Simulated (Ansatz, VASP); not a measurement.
# ZnS (Sphalerite): VASP beside Ansatz

Wanted: the spread between two codes on one cell, functional and k mesh. The cell is a member of a volume series, scaled by 1.015 from a relaxed one, so a pressure remains.

Main program and level: Ansatz 0.2.0; plane waves, with VASP 6.6.1 beside it; single point at PBEsol with D4, single point at RPBE and single point at BLYP.

## (1) The starting structure

The structure is cubic, space group F-43m (No. 216). The conventional cell has a = 5.354 Å, b = 5.354 Å, c = 5.354 Å, α = 90.00°, β = 90.00°, γ = 90.00°. Zn has 4 S at 2.32 Å nearest. Nearest to S lie 4 Zn at 2.32 Å. Farther neighbours and most contacts between anions are not listed.

## (2) Ansatz: single point, PBEsol with D4, volume scaled by 1.015

Ansatz runs on its default PAW (the set named soft_2) files.

With cell and atoms fixed, the geometry can't cause a difference; cores, projectors, grids and the points listed under the comparison can.

input.yaml reads:

```yaml
crystal:
  lattice:
    - [0.0, 2.67711067, 2.67711067]
    - [2.67711067, 0.0, 2.67711067]
    - [2.67711067, 2.67711067, 0.0]
  atoms:
    - { symbol: Zn, position: [0.0, 0.0, 0.0] }
    - { symbol: S, position: [0.75, 0.75, 0.75] }
hamiltonian:
  xc: pbesol
  pseudopotentials: { kind: paw }
  dispersion: d4
kpoints:
  mp_grid: { grid: [8, 8, 8] }
scf:
  occupations: { method: gaussian, width: 0.03 }
  n_extra_bands: 4
output:
  forces: true
  stress: true
  eigenvalues: true
```

Run with:

```
$ ansatz run input.yaml --threads 2 --pin off --max-ram 4608MiB --backend cpu --events-out ev --progress --plain --runs-dir out
```

Numbers of over 12 decimals in the logs are rounded to 6 here.

What it wrote:

```text
scf.n_extra_bands = 4 over 9 filled bands (N_el = 18.0): the run solves 13 bands
Engine: ansatz 0.2.0, aarch64-unknown-linux-gnu
Pseudopotentials: kind: paw
Pseudopotential: Zn, paw, valence charge 12, recommended cutoff 420 eV (normal), Zn.paw.azcp
Pseudopotential: S, paw, valence charge 6, recommended cutoff 420 eV (normal), S.paw.azcp
Functional definition: PBEsol
  exchange = pbesol_x
  correlation = pbesol_c
Crystal: 2 atoms, lattice volume = 38.373 Å³
Basis set: ecut = 420 eV, 749 PW (Γ), exchange–correlation on 54×54×54 points (8 copies of the dense FFT grid, shifted against one another)
Bands: 13, of which v1, the nominal top of the filled ones, is band 9 counted from 1 (8 counted from 0)
Symmetry: 24 space group operations
Space group: F-43m (ITA 216), of the structure as read, at distance tolerance 3.4e-5 Å
k-points: 29 of 512 (time reversal used)
Non-local potential: Zn, projectors of the file, l = 0: 2, l = 1: 2, l = 2: 3, l = 3: 1
Non-local potential: S, projectors of the file, l = 0: 2, l = 1: 2, l = 2: 2
PAW form: soft (Blöchl's): semilocal exchange-correlation on the pseudo side does not see the compensation charge
PAW frozen core: Zn, regenerated for the run's functional, and the local potential with it (the file was generated under x = pbe(κ = 0.804, μ = 0.219515), c = pbe(β = 0.066725))
PAW frozen core: S, regenerated for the run's functional, and the local potential with it (the file was generated under x = pbe(κ = 0.804, μ = 0.219515), c = pbe(β = 0.066725))
PAW one-centre angular grid: Zn, 590 points (default); XC on 64 Gauss nodes
PAW one-centre angular grid: S, 110 points (default); XC on 64 Gauss nodes
Initial density: superposition of atomic densities (neutral atoms: chi_scale 0, normalization atom), corrected by the library's trained network
Initial wavefunctions: pseudopotential atomic-orbital guess
Functional: x = pbesol(κ = 0.804, μ = 0.123457), c = pbesol(β = 0.046)
SCF iter   1: F=—  HF=-4167.806073 eV  |F-HF|=—  |Δ(HF+E_count)|=         —  Δρ=5.55e-3  dr2=1.37e-2  ethr=1.77e-3  ⟨swp⟩=5.5  Hψ=2222  notcnv=0
preconditioner: auto → none  [insulator: Δε(μ)=2.036 eV  Ē_g=12.232 eV  σ=0.030 eV  W_gap=1.00  n_scr=14 (ndim 8)  ℏωp=25.4 eV  f_vac=0.023  D(μ)=0.00/eV (n_scr^D=0)  ε∞_Penn≈5.3]
SCF iter   2: F=—  HF=-4167.801694 eV  |F-HF|=—  |Δ(HF+E_count)|=   4.38e-3  Δρ=8.96e-4  dr2=1.59e-4  ethr=7.62e-5  ⟨swp⟩=2.9  Hψ=980  notcnv=0
SCF iter   3: F=—  HF=-4167.801728 eV  |F-HF|=—  |Δ(HF+E_count)|=   3.41e-5  Δρ=7.70e-4  dr2=1.23e-4  ethr=8.82e-7  ⟨swp⟩=2.0  Hψ=612  notcnv=0
SCF iter   4: F=—  HF=-4167.801736 eV  |F-HF|=—  |Δ(HF+E_count)|=   7.29e-6  Δρ=2.43e-4  dr2=1.75e-5  ethr=6.82e-7  ⟨swp⟩=2.0  Hψ=605  notcnv=0
SCF iter   5: F=—  HF=-4167.801738 eV  |F-HF|=—  |Δ(HF+E_count)|=   2.52e-6  Δρ=3.53e-5  dr2=2.83e-7  ethr=9.72e-8  ⟨swp⟩=2.0  Hψ=609  notcnv=0
SCF iter   6: F=-4167.801738 eV  HF=-4167.801738 eV  |F-HF|=4.17e-9  |Δ(HF+E_count)|=   1.67e-7  Δρ=4.09e-6  dr2=3.28e-9  ethr=5.56e-10  ⟨swp⟩=5.7  Hψ=1855  notcnv=0
SCF 1 converged in 6 iterations: F = -4167.801738 eV  dr2 = 3.28e-9
  greatest PAW one-centre occupation: 0.983 electrons in one spin orbital (limit 2), on the Zn atom at site 0 (counted from 0), in its partial waves of l = 2
SCF converged after 6 iterations
Free energy (F): -4167.801738 eV
Harris-Foulkes:  -4167.801738 eV  (|F-HF|=4.17e-9)
Internal energy: -4167.801738 eV  (E = F + TS)
E sigma→0 (E₀):  -4167.801738 eV
Fermi energy:    7.099285 eV
--- Per-component energies (eV) ---
  E_band       = 7.523761
  E_kinetic    = 238.677609
  E_local      = -2023.515076  (includes V_loc(G=0)·N_el)
  E_nonlocal   = 643.831266
  E_hartree    = 844.879956
  E_xc         = -232.155588
  E_vxc        = -140.369098  (∫ρ·V_xc dr)
  E_paw        = -2374.985176  (= ΣΔE_a)
  E_vpaw       = -400.861022  (= ΣTr[D̂ρ^β])
  E_aug_tail   = -0.000372  (compensation charges beyond the density's cutoff)
  E_ewald      = -1265.032070
  E_disp       = -0.361592  (pairwise vdW)
  E_core_change = 0.859304  (= ΣΔE_core)
  E_smearing   = -0.000000  (= −TS)
  E_closure    = 0.000000  (closes the sum)
  Σ components = -4167.801738   (vs F -4167.801738, Δ=0.00e0)
--- Forces (eV/Å), atoms counted from 1 ---
  atom   1  Zn    -0.00000000     0.00000000     0.00000000
  atom   2  S      0.00000000     0.00000000     0.00000000
  max |Σ_I F_I| component: 6.94e-17 eV/Å
--- Stress (GPa, compression-positive) ---
       -1.334443      -0.000000      -0.000000
        0.000000      -1.334443       0.000000
        0.000000       0.000000      -1.334443
  P = ⅓ Tr σ = -1.3344 GPa (-13.344 kbar)
--- Band table (eV; the first three rows and the last of 29) ---
  k-point 0: bands = [... 5 lower, 0.0966, 6.0536, 6.0536, 6.0536, 8.1445, 12.3043, 12.3043, 12.3043]
  k-point 1: bands = [... 5 lower, 0.0946, 4.8931, 5.8962, 5.8962, 8.9806, 12.2212, 12.5681, 12.5681]
  k-point 2: bands = [... 5 lower, 0.0978, 3.1130, 5.5554, 5.5554, 9.4882, 12.9126, 12.9456, 12.9456]
  k-point 28: bands = [... 5 lower, 0.5294, 1.2818, 3.1145, 3.1876, 11.5954, 12.1503, 13.8364, 14.0749]
```

The job ended after 1.1 s (2 threads of Arm Neoverse V1, shared host; peak memory 0.29 GiB; 1.9 s of CPU time).

The column dr2 measures how far the density is from self-consistency, as an energy; F and HF (Harris–Foulkes) agree once it is small.

The run ends at a pressure of -1.33 GPa.

## (3) VASP: single point, PBEsol with D4, volume scaled by 1.015

The same cell, functional, mesh and smearing now go to VASP, with its own data sets and cutoff.

Lines of VASP's logs that name or quote its potential files are left out, and so is its time.

The input asks for a relaxation, which ended at its first step since no free force or stress exceeded the threshold; so it serves as a single point.

INCAR reads:

```
SYSTEM = ZnS
PREC = Accurate
ENCUT = 450
EDIFF = 1E-06
NELM = 100
ISMEAR = 0
SIGMA = 0.03
LREAL = .FALSE.
ALGO = Normal
GGA = PS
IVDW = 13
NBANDS = 15
LORBIT = 11
LWAVE = .FALSE.
LCHARG = .FALSE.
KPAR = 8
IBRION = 2
NSW = 30
ISIF = 4
EDIFFG = -0.01
```

POSCAR reads:

```
ZnS
1.0
    0.0000000000      2.6771106696      2.6771106696
    2.6771106696      0.0000000000      2.6771106696
    2.6771106696      2.6771106696      0.0000000000
Zn S
1 1
Direct
    0.0000000000      0.0000000000      0.0000000000
    0.7500000000      0.7500000000      0.7500000000
```

KPOINTS reads:

```
Automatic mesh
0
Gamma
8 8 8
0 0 0
```

PAW data sets: Zn and S (PBE family, release 64).

Run with:

```
$ mpirun -np 8 vasp_std
```

What it wrote:

```text
[banner, memory and clock lines left out]
running    8 mpi-ranks, on    1 nodes
 distrk:  each k-point on    1 cores,    8 groups
 distr:  one band on    1 cores,    1 groups

 POSCAR found type information on POSCAR ZnS
 POSCAR found :  2 types and       2 ions
|                                                                             |
|           W    W    AA    RRRRR   N    N  II  N    N   GGGG   !!!           |
|           W    W   A  A   R    R  NN   N  II  NN   N  G    G  !!!           |
|           W    W  A    A  R    R  N N  N  II  N N  N  G       !!!           |
|           W WW W  AAAAAA  RRRRR   N  N N  II  N  N N  G  GGG   !            |
|           WW  WW  A    A  R   R   N   NN  II  N   NN  G    G                |
|           W    W  A    A  R    R  N    N  II  N    N   GGGG   !!!           |
|                                                                             |
|     For optimal performance we recommend to set                             |
|       NCORE = 2 up to number-of-cores-per-socket                            |
|     NCORE specifies how many cores store one orbital (NPAR=cpu/NCORE).      |
|     This setting can greatly improve the performance of VASP for DFT.       |
|     The default, NCORE=1 might be grossly inefficient on modern             |
|     multi-core architectures or massively parallel machines. Do your        |
|     Unfortunately you need to use the default for GW and RPA                |
|     calculations (for HF NCORE is supported but not extensively tested      |
|     yet).                                                                   |
|                                                                             |

|                                                                             |
|               ----> ADVICE to this user running VASP <----                  |
|                                                                             |
|     You enforced a specific xc type in the INCAR file but a different       |
|     [... a line on the potential file left out ...]
|     I HOPE YOU KNOW WHAT YOU ARE DOING!                                     |
|                                                                             |

 LDA part: xc-table for (Slater+PW92), standard interpolation
 POSCAR, INCAR and KPOINTS ok, starting setup
 FFT: planning ... GRIDC
 FFT: planning ... GRID_SOFT
 FFT: planning ... GRID
 WAVECAR not read
 entering main loop
       N       E                     dE             d eps       ncg     rms          rms(c)
DAV:   1     0.857158957719E+02    0.85716E+02   -0.84664E+03   870   0.131E+03
DAV:   2    -0.238796209100E+01   -0.88104E+02   -0.82800E+02   982   0.256E+02
DAV:   3    -0.793690708522E+01   -0.55489E+01   -0.55269E+01  1108   0.654E+01
DAV:   4    -0.799541666384E+01   -0.58510E-01   -0.58497E-01  1038   0.697E+00
DAV:   5    -0.799616842563E+01   -0.75176E-03   -0.75175E-03  1157   0.765E-01    0.703E+00
DAV:   6    -0.760906435475E+01    0.38710E+00   -0.84483E-01  1228   0.350E+01    0.547E+00
DAV:   7    -0.758981680637E+01    0.19248E-01   -0.26271E-01  1010   0.529E+00    0.265E+00
DAV:   8    -0.758659069024E+01    0.32261E-02   -0.53561E-03  1186   0.941E-01    0.644E-01
DAV:   9    -0.758638960937E+01    0.20108E-03   -0.98489E-04  1010   0.288E-01    0.939E-02
DAV:  10    -0.758647211155E+01   -0.82502E-04   -0.16065E-04  1053   0.999E-02    0.290E-02
DAV:  11    -0.758646438550E+01    0.77261E-05   -0.26074E-05  1052   0.428E-02    0.631E-03
DAV:  12    -0.758646464001E+01   -0.25451E-06   -0.32334E-06  1052   0.177E-02
   1 F= -.79477593E+01 E0= -.79477593E+01  d E =-.794776E+01
 curvature:   0.00 expect dE= 0.000E+00 dE for cont linesearch  0.000E+00
 trial: gam= 0.00000 g(F)=  0.426E-46 g(S)=  0.228E-33 ort = 0.000E+00 (trialstep = 0.100E+01)
 search vector abs. value=  0.100E-09
 reached required accuracy - stopping structural energy minimisation
```

From OUTCAR (step 3):

```text
ion  position               nearest neighbor table
   1  0.000  0.000  0.000-   2 2.32   2 2.32   2 2.32   2 2.32
   2  0.750  0.750  0.750-   1 2.32   1 2.32   1 2.32   1 2.32

  LATTYP: Found a face centered cubic cell.
 ALAT       =     5.3542213392

 Subroutine GETGRP returns: Found 24 space group operations
 (whereof 24 operations were pure point group operations)

The static configuration has the point symmetry T_d .

 Found     29 irreducible k-points:

   k-points           NKPTS =     29   k-points in BZ     NKDIM =     29   number of bands    NBANDS=     15

   dimension x,y,z NGX =    28 NGY =   28 NGZ =   28
   dimension x,y,z NGXF=    56 NGYF=   56 NGZF=   56

   ENCUT  =  450.0 eV  33.07 Ry    5.75 a.u.   6.55  6.55  6.55*2*pi/ulx,y,z

   NELECT =      18.0000    total number of electrons

 k-points in reciprocal lattice and weights: Automatic mesh
   0.00000000  0.00000000  0.00000000       0.002
   0.12500000  0.00000000  0.00000000       0.016
   0.25000000  0.00000000  0.00000000       0.016
   0.37500000  0.00000000  0.00000000       0.016
   0.50000000  0.00000000  0.00000000       0.008
   0.12500000  0.12500000  0.00000000       0.012
   0.25000000  0.12500000  0.00000000       0.047
   0.37500000  0.12500000  0.00000000       0.047
   0.50000000  0.12500000  0.00000000       0.047
[...]
-0.37500000  0.50000000  0.12500000       0.023
  -0.25000000  0.50000000  0.25000000       0.012

 average (electrostatic) potential at core
       1 -35.8918       2 -88.4914

 E-fermi :   2.4349

 k-point     1 :       0.0000    0.0000    0.0000
  band No.  band energies     occupation
    ...
      5      -3.6799      2.00000
      6      -3.6799      2.00000
      7       2.2774      2.00000
      8       2.2774      2.00000
      9       2.2774      2.00000
     10       4.3743      0.00000
     11       8.5632      0.00000
     12       8.5632      0.00000
     13       8.5632      0.00000
     14      14.0450      0.00000
    ...

 k-point     2 :       0.1250    0.0000    0.0000
  band No.  band energies     occupation
    ...
      5      -3.6818      2.00000
      6      -3.6818      2.00000
      7       1.1152      2.00000
      8       2.1199      2.00000
      9       2.1199      2.00000
     10       5.2113      0.00000
     11       8.4776      0.00000
     12       8.8289      0.00000
     13       8.8289      0.00000
     14      13.4046      0.00000
    ...

 k-point     3 :       0.2500    0.0000    0.0000
  band No.  band energies     occupation
    ...
      5      -3.6785      2.00000
      6      -3.6785      2.00000
      7      -0.6663      2.00000
      8       1.7790      2.00000
      9       1.7790      2.00000
     10       5.7194      0.00000
     11       9.1669      0.00000
     12       9.2084      0.00000
     13       9.2084      0.00000
     14      13.1945      0.00000
    ...

  DFT-D4 for vdW energy calculation

  Edisp (eV):   -0.36129

  Total      -0.29126    -0.29126    -0.29126     0.00000     0.00000     0.00000
  in kB     -12.16079   -12.16079   -12.16079     0.00000     0.00000     0.00000
  external pressure =      -12.16 kB  Pullay stress =        0.00 kB

  energy-cutoff  :      450.00
  volume of cell :       38.37
      direct lattice vectors                 reciprocal lattice vectors
     0.000000000  2.677110670  2.677110670    -0.186768521  0.186768521  0.186768521
     2.677110670  0.000000000  2.677110670     0.186768521 -0.186768521  0.186768521
     2.677110670  2.677110670  0.000000000     0.186768521  0.186768521 -0.186768521

 POSITION                                       TOTAL-FORCE (eV/Angst)
 -----------------------------------------------------------------------------------
      0.00000      0.00000      0.00000        -0.000000      0.000000      0.000000
      4.01567      4.01567      4.01567         0.000000     -0.000000     -0.000000
 -----------------------------------------------------------------------------------
    total drift:                               -0.000002     -0.000002     -0.000002

  FREE ENERGIE OF THE ION-ELECTRON SYSTEM (eV)
  ---------------------------------------------------
  free  energy   TOTEN  =        -7.9477593195 eV

  energy  without entropy=       -7.9477593195  energy(sigma->0) =       -7.94775932

 reached required accuracy - stopping structural energy minimisation

 total charge
# of ion       s       p       d       tot
------------------------------------------
    1        0.533   0.506   9.801  10.841
    2        1.308   2.423   0.000   3.732
--------------------------------------------------
tot          1.842   2.930   9.801  14.573

[... 3 further parts left out ...]
```

## (4) Comparison

Known differences besides the potentials themselves: the cutoff is 420 eV in Ansatz and 450 eV in VASP; Ansatz makes its cores anew for this functional, VASP keeps those of its PBE data sets; VASP leaves aspherical gradient terms in its spheres out (LASPH is not set), Ansatz keeps them. Total energies have different zeros and are not compared.

Compared:

| quantity | Ansatz | VASP | difference |
| --- | --- | --- | --- |
| pressure (GPa) | -1.33 | -1.22 | -0.12 |
| pressure without Ansatz's Pulay correction (GPa) | -1.40 | -1.22 | -0.18 |
| gap on the k mesh (eV) | 2.091 | 2.097 | -0.006 |

A gap on the mesh is an upper bound, since the band edges may lie between its points. Ansatz's pressure holds a Pulay correction of 0.06 GPa; VASP's holds none.

## (5) Other set-ups

Further runs change the set-up of one program: Ansatz's method, potentials or start, or VASP's data sets, cutoff or form of LDA. The table gives Ansatz less VASP for each quantity, since a change that brings one quantity closer may part another.

| run | pressure (GPa) | gap on the k mesh (eV) |
| --- | --- | --- |
| as above | -0.12 | -0.0060 |
| Ansatz's all-electron LAPW method | -0.12 | -0.0023 |

## (6) VASP: single point, RPBE, volume scaled by 1.015

With cell and atoms fixed, the geometry can't cause a difference; cores, projectors, grids and the points listed under the comparison can. The cell compared in this pair holds 42.49 Å³, against 38.37 Å³ for the pair before.

The input asks for a relaxation, which ended at its first step since no free force or stress exceeded the threshold; so it serves as a single point.

Edit INCAR of step 3 so:

```diff
@@ -9,4 +9,3 @@
 ALGO = Normal
-GGA = PS
-IVDW = 13
+GGA = RP
 NBANDS = 15
```

POSCAR reads:

```
ZnS
1.0
    0.0000000000      2.7696626321      2.7696626321
    2.7696626321      0.0000000000      2.7696626321
    2.7696626321      2.7696626321      0.0000000000
Zn S
1 1
Direct
    0.0000000000      0.0000000000      0.0000000000
    0.7500000000      0.7500000000      0.7500000000
```

KPOINTS is that of step 3.

Run with:

```
$ mpirun -np 8 vasp_std
```

What it wrote:

```text
[banner, memory and clock lines left out]
running    8 mpi-ranks, on    1 nodes
[...]
[... a notice as in an earlier step ...]

 [... a notice as in an earlier step ...]

 LDA part: xc-table for (Slater+PW92), standard interpolation
 POSCAR, INCAR and KPOINTS ok, starting setup
[...]
entering main loop
       N       E                     dE             d eps       ncg     rms          rms(c)
DAV:   1     0.867525221566E+02    0.86753E+02   -0.82791E+03   870   0.127E+03
DAV:   2    -0.842729944333E+00   -0.87595E+02   -0.82291E+02   982   0.251E+02
DAV:   3    -0.655962378553E+01   -0.57169E+01   -0.56959E+01  1087   0.650E+01
DAV:   4    -0.662105882518E+01   -0.61435E-01   -0.61423E-01  1017   0.714E+00
[...]
DAV:  11    -0.620194261708E+01   -0.27653E-04   -0.70095E-05  1108   0.118E-01    0.716E-03
DAV:  12    -0.620195058884E+01   -0.79718E-05   -0.14875E-05   947   0.349E-02    0.111E-02
DAV:  13    -0.620195133181E+01   -0.74297E-06   -0.28990E-06   967   0.206E-02
   1 F= -.62019513E+01 E0= -.62019513E+01  d E =-.620195E+01
[...]
reached required accuracy - stopping structural energy minimisation
```

Parts of OUTCAR (step 6):

```text
  Total       -0.2333585     -0.2333585     -0.2333585      0.0000000      0.0000000      0.0000000
  in kB       -8.7988046     -8.7988046     -8.7988046      0.0000000      0.0000000      0.0000000
  external PRESSURE =      -8.7988046 kB  Pullay stress =       0.0000000 kB

 POSITION                                       TOTAL-FORCE (eV/Angst)
 -----------------------------------------------------------------------------------
      0.00000      0.00000      0.00000         0.000000      0.000000      0.000000
      4.15449      4.15449      4.15449        -0.000000     -0.000000     -0.000000
 -----------------------------------------------------------------------------------
    total drift:                                0.000000      0.000000      0.000000

  FREE ENERGIE OF THE ION-ELECTRON SYSTEM (eV)
  ---------------------------------------------------
  free  energy   TOTEN  =        -6.2019513318 eV

  energy  without entropy=       -6.2019513318  energy(sigma->0) =       -6.20195133

[... 2 parts as in an earlier step ...]

[... 2 further parts left out ...]
[key lines of the parts left out:]
E-fermi :   1.6951
```

(Part 1 of 2 ends here.)

[Lines on the potential files, build, host, timing and source positions are cut from VASP's logs without a mark.]

[Logs are printed without paths, hosts, clocks, repeated set-up lines and the standing remarks that a program may print on its own settings, such as how far it seeks lower states.]

[Hosts, paths, dates, database ids (printed as entryN), source tags and the programs' standing remarks are cut or masked in the printed files.]
